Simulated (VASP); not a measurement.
Input of a VASP 6.6.1 run:

Contents of INCAR:

```
SYSTEM = Si3C2
  ALGO = Normal
  EDIFF = 1E-7
  ENCUT = 520
  ISIF = 2
  ISMEAR = 0
  LASPH = .True.
  LCHARG = .False.
  LREAL = Auto
  LWAVE = .False.
  NBANDS = 43
  NELECT = 62.0
  NELM = 100
  PREC = Accurate
  SIGMA = 0.05
```

The input KPOINTS:

```
k-points
0
Gamma
  2 3 3
  0 0 0
```

The input POSCAR:

```
Si3C2
1.0
   -3.0759998770     -5.3277880710      0.0000000000
    4.6139999385     -2.6638941065      0.0000000000
    0.0000000000      0.0000000000      5.0480000000
Si C
9 6
Direct
    0.5000000000      0.3356683686     -0.0573529406
    0.5000000000      0.7147400032      0.5124726925
    0.2449874272      0.8393187146      0.0102791857
    0.1809040719      0.1566170494      0.5116373415
    0.0000000000      0.3383837199      0.0409612731
    0.0000000000      0.6246168525      0.5010813236
    0.5000000000      0.3224469847      0.3789735582
    0.7550125728      0.8393187146      0.0102791857
    0.8190959281      0.1566170494      0.5116373415
    0.5000000000      0.6878144983      0.8786605443
    0.2386049939      0.8246082195      0.3793109700
    0.2429158027      0.1646183522      0.8788124547
    0.0000000000      0.6726718414      0.8801236449
    0.7613950061      0.8246082195      0.3793109700
    0.7570841973      0.1646183522      0.8788124547
```

Potentials or basis: VASP PAW LDA potentials, release 64 (Si, C).

Run with:

```console
$ cat potpaw_LDA.64/Si/POTCAR potpaw_LDA.64/C/POTCAR > POTCAR
$ mpirun -np 1 vasp_std > vasp.out
```

Predict the largest force.

0.015 eV/Å.

What does it give for the band gap on the k mesh?

None (metal or under the smearing width).

Forces in eV/Å, atoms in the order of the input:
```
Si   0.008 -0.005  0.002
Si  -0.005  0.003 -0.002
Si  -0.005  0.001 -0.004
Si  -0.003 -0.006 -0.003
Si   0.004 -0.002  0.009
Si  -0.013  0.007  0.003
Si   0.000  0.000  0.004
Si  -0.004  0.004 -0.004
Si   0.004  0.006 -0.003
C   -0.001  0.001 -0.007
C   -0.001 -0.006 -0.003
C    0.007  0.003  0.007
C    0.003 -0.002 -0.005
C    0.005  0.004 -0.003
C    0.001 -0.008  0.007
```

Caveat: the k mesh is coarse (spacing up to 0.51 Å⁻¹), so the values aren't converged; the cell carries a net charge on a neutralising background, which shifts energy and pressure; the cell is charged against a uniform background, so pressure and absolute levels hang on convention.
